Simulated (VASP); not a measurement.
# Ga2As3 (P-6m2) in VASP: reference runs

How does Ga2As3 come out in PBE? The cell is run as given.

All numbers are computed with VASP 6.6.1; they aren't measurements. Logs are shortened: lines on timing, memory, paths and dates and some standing lists are left out, and cuts for length are marked.

## 1. The crystal as given

Symmetry: P-6m2, No. 187, hexagonal system. The conventional cell has a = 4.583 Å, b = 4.583 Å, c = 5.628 Å, α = 90.00°, β = 90.00°, γ = 120.00°. Around Ga (site symmetry -6m2) lie 8 As at 2.81 to 2.98 Å. Around Ga (site symmetry -6m2) lie 9 As at 2.65 to 3.01 Å. As (site symmetry 3m) is surrounded by 5 As at 2.76 to 3.01 Å and 6 Ga at 2.98 to 3.01 Å. As (site symmetry -6m2) has 5 Ga at 2.65 to 2.81 Å and 6 As at 3.01 Å as nearest neighbours.

The cell was built by a generator and needn't be a form met in nature.

## 2. Single point, PBE

INCAR reads:

```
SYSTEM = Ga2As3
  PREC = Accurate
  ENCUT = 520
  EDIFF = 1E-7
  ISMEAR = -1
  SIGMA = 0.05
  LREAL = .False.
  LASPH = .True.
  NELM = 60
  ALGO = Normal
  ISIF = 2
  LWAVE = .False.
  LCHARG = .False.
  GGA = PE
  NBANDS = 28
```

KPOINTS reads:

```
Automatic mesh
0
Gamma
  7 7 5
  0 0 0
```

POSCAR reads:

```
Ga2As3
1.0
    4.5830595800      0.0000000000      0.0000000000
   -2.2915297900      3.9690460300      0.0000000000
    0.0000000000      0.0000000000      5.6278310900
Ga As
2 3
Direct
    0.6666666700      0.3333333300      0.5000000000
    0.3333333300      0.6666666700      0.0000000000
    0.0000000000      0.0000000000      0.7454000100
    0.0000000000      0.0000000000      0.2545999900
    0.6666666700      0.3333333300      0.0000000000
```

Potentials or basis: VASP PAW PBE potentials, release 64 (Ga_d, As).

Run with:

```
cat potpaw_PBE.64/Ga_d/POTCAR potpaw_PBE.64/As/POTCAR > POTCAR
mpirun -np 1 vasp_std > vasp.out
```

OUTCAR:

```text
SYSTEM = Ga2As3
   PREC = Accurate
   ENCUT = 520
   EDIFF = 1E-7
   ISMEAR = -1
   LREAL = .False.
   LASPH = .True.
   NELM = 60
   ISIF = 2
   GGA = PE

 ion  position               nearest neighbor table
   1  0.667  0.333  0.500-   5 2.81   5 2.81
   2  0.333  0.667  0.000-   5 2.65   5 2.65   5 2.65
   3  0.000  0.000  0.745-   4 2.76   4 2.87
   4  0.000  0.000  0.255-   3 2.76   3 2.87
   5  0.667  0.333  0.000-   2 2.65   2 2.65   2 2.65   1 2.81   1 2.81

  LATTYP: Found a hexagonal cell.
 ALAT       =     4.5830595800
 C/A-ratio  =     1.2279637635

  Lattice vectors:

 A1 = (   4.5830595800,   0.0000000000,   0.0000000000)
 A2 = (  -2.2915297900,   3.9690460300,   0.0000000000)
 A3 = (   0.0000000000,   0.0000000000,   5.6278310900)

Analysis of symmetry for initial positions (statically):
=====================================================================
 Subroutine PRICEL returns:
 Original cell was already a primitive cell.

 Routine SETGRP: Setting up the symmetry group for a
 hexagonal supercell.

 Subroutine GETGRP returns: Found 12 space group operations
 (whereof 12 operations were pure point group operations)
 out of a pool of 24 trial point group operations.

The static configuration has the point symmetry D_3h.

Analysis of symmetry for dynamics (positions and initial velocities):
=====================================================================
 Subroutine PRICEL returns:
 Original cell was already a primitive cell.

 Routine SETGRP: Setting up the symmetry group for a
 hexagonal supercell.

 Subroutine GETGRP returns: Found 12 space group operations
 (whereof 12 operations were pure point group operations)
 out of a pool of 24 trial point group operations.

The dynamic configuration has the point symmetry D_3h.

 Subroutine INISYM returns: Found 12 space group operations
 (whereof 12 operations are pure point group operations),
 and found     1 'primitive' translations

----------------------------------------------------------------------------------------

                                     Primitive cell

  volume of cell :     102.3724

[... 88 lines left out ...]
   LNONCOLLINEAR =      F non collinear calculations
   LSORBIT =      F    spin-orbit coupling
   LASPH  =      T    aspherical Exc in radial PAW
   ENCUT  =  520.0 eV  38.22 Ry    6.18 a.u.   8.52  8.52 10.46*2*pi/ulx,y,z
   NELM   =     60;   NELMIN=  2; NELMDL= -5     # of ELM steps
   EDIFF  = 0.1E-06   stopping-criterion for ELM
   LREAL  =      F    real-space projection
   EDIFFG = 0.1E-05   stopping-criterion for IOM
   NSW    =      0    number of steps for IOM
   IBRION =     -1    ionic relax: 0-MD 1-quasi-New 2-CG
   NFREE  =      0    steps in history (QN), initial steepest desc. (CG)
   ISIF   =      2    stress and relaxation
   ISYM   =      2    0-nonsym 1-usesym 2-fastsym
   POTIM  = 0.5000    time-step for ionic-motion
   TEBEG  =    0.0;   TEEND  =   0.0 temperature during run
   PSTRESS=    0.0 pullay stress
   NELECT =      41.0000    total number of electrons
   NUPDOWN=      -1.0000    fix difference up-down
   EMIN   =  10.00;   EMAX   =-10.00  energy-range for DOS
   EFERMI =   0.00;   METHOD = LEGACY
   ISMEAR =    -1;   SIGMA  =   0.05  broadening in eV -4-tet -1-fermi 0-gaus
   EFERMI_NEDOS =   21; number of points for ismear=-14 and -15
   IALGO  =     38    algorithm
   IMIX   =      4    mixing-type and parameters
     AMIX     =   0.40;   BMIX     =  1.00
     AMIX_MAG =   1.60;   BMIX_MAG =  1.00
  volume/ion in A,a.u.               =      20.47       138.17
  Fermi-wavevector in a.u.,A,eV,Ry     =   1.206726  2.280381 19.812625  1.456187
  Thomas-Fermi vector in A             =   2.342384
   LORBIT       =      0    0 simple, 1 ext, 2 COOP (PROOUT), +10 PAW based schemes
   GGA     = PE    functional components
   LHFCALC =     F    Hartree Fock is set to
   AEXX    =    0.0000 exact exchange contribution
   IVDW    =     0    specifies the selected vdW correction
   LEPSILON=     F    determine dielectric tensor
   LRPA    =     F    only Hartree local field effects (RPA)
 non-spin polarized calculation
  energy-cutoff  :      520.00
  volume of cell :      102.37
 maximum number of plane-waves:      2793
 NGX is ok and might be reduce to    36
   NGX = 17   NGY = 17   NGZ = 21

 number of electron      41.0000000 magnetization

 Free energy of the ion-electron system (eV)
  ---------------------------------------------------
  ext. energy  EPLUGINS =         0.00000000
  ---------------------------------------------------
  free energy    TOTEN  =       -18.17093594 eV

  energy without entropy =      -18.14988215  energy(sigma->0) =      -18.16040905

 E-fermi :   5.3115     XC(G=0): -10.3433

 val. band max:        5.3066652566   @ k =   0.0000   0.0000   0.0000
 cond. band min:       5.3870069502   @ k =   0.2857   0.1429   0.4000
 fundamental gap:      0.0803416936
 Fermi energy:         5.3115009558

 k-point     1 :       0.0000    0.0000    0.0000
  band No.  band energies     occupation
      1      -9.7082      2.00000
      2      -9.6039      2.00000
      3      -9.6039      2.00000
      4      -9.5744      2.00000
      5      -9.5744      2.00000
      6      -9.4393      2.00000
[... 733 lines left out ...]
     27       9.6330      0.00000
     28      10.4037      0.00000

------------------------ aborting loop because EDIFF is reached ----------------------------------------

  FORCE on cell =-STRESS in cart. coord.  units (eV):
  Direction    XX          YY          ZZ          XY          YZ          ZX
  --------------------------------------------------------------------------------------
  -------------------------------------------------------------------------------------
  Total        2.2154936      2.2154936      1.8207149      0.0000000      0.0000000     -0.0000000
  in kB       34.6735566     34.6735568     28.4950767      0.0000000      0.0000000     -0.0000000
  external PRESSURE =      32.6140634 kB  Pullay stress =       0.0000000 kB

 VOLUME and BASIS-vectors are now :
 -----------------------------------------------------------------------------
  energy-cutoff  :      520.00
  volume of cell :      102.37
      direct lattice vectors                 reciprocal lattice vectors
     4.583059580  0.000000000  0.000000000     0.218194851  0.125974855  0.000000000
    -2.291529790  3.969046030  0.000000000     0.000000000  0.251949711  0.000000000
     0.000000000  0.000000000  5.627831090     0.000000000  0.000000000  0.177688346

 POSITION                                       TOTAL-FORCE (eV/Angst)
 -----------------------------------------------------------------------------------
      2.29153      1.32302      2.81392         0.000000     -0.000000      0.000000
     -0.00000      2.64603      0.00000         0.000000      0.000000      0.000000
      0.00000      0.00000      4.19499        -0.000000      0.000000     -0.941831
      0.00000      0.00000      1.43285        -0.000000      0.000000      0.941831
      2.29153      1.32302      0.00000        -0.000000      0.000000      0.000000
 -----------------------------------------------------------------------------------
    total drift:                               -0.000003      0.000002      0.000000

  FREE ENERGIE OF THE ION-ELECTRON SYSTEM (eV)
  ---------------------------------------------------
  free  energy   TOTEN  =       -18.1709359449 eV

  energy  without entropy=      -18.1498821468  energy(sigma->0) =      -18.16040905
```

stdout:

```text
POSCAR found type information on POSCAR GaAs
 POSCAR found :  2 types and       5 ions
 scaLAPACK will be used
 LDA part: xc-table for (Slater+PW92), standard interpolation
 POSCAR, INCAR and KPOINTS ok, starting setup
 FFT: planning ... GRIDC
 FFT: planning ... GRID_SOFT
 FFT: planning ... GRID
 WAVECAR not read
 entering main loop
```

Wall time 57 s (1 thread of AMD EPYC 9R45 (Zen 5), shared host); peak memory 0.2 GiB.

What came out:

| Quantity | Value |
| --- | --- |
| Free energy | -18.1709 eV |
| Pressure | 3.3 GPa |
| Largest force | 0.942 eV/Å |
| Band gap on the k mesh | none (metal or under the smearing width) |

Forces on the atoms (eV/Å):
```
Ga   0.000  0.000  0.000
Ga   0.000  0.000  0.000
As   0.000  0.000 -0.942
As   0.000  0.000  0.942
As   0.000  0.000  0.000
```

Levels at points of the mesh, in eV from the Fermi level:
```csv
k point,band 19,band 20,band 21,band 22,band 23,band 24
"(0.00, 0.00, 0.00)",-2.17,-2.14,-1.13,0.00,0.00,2.28
```
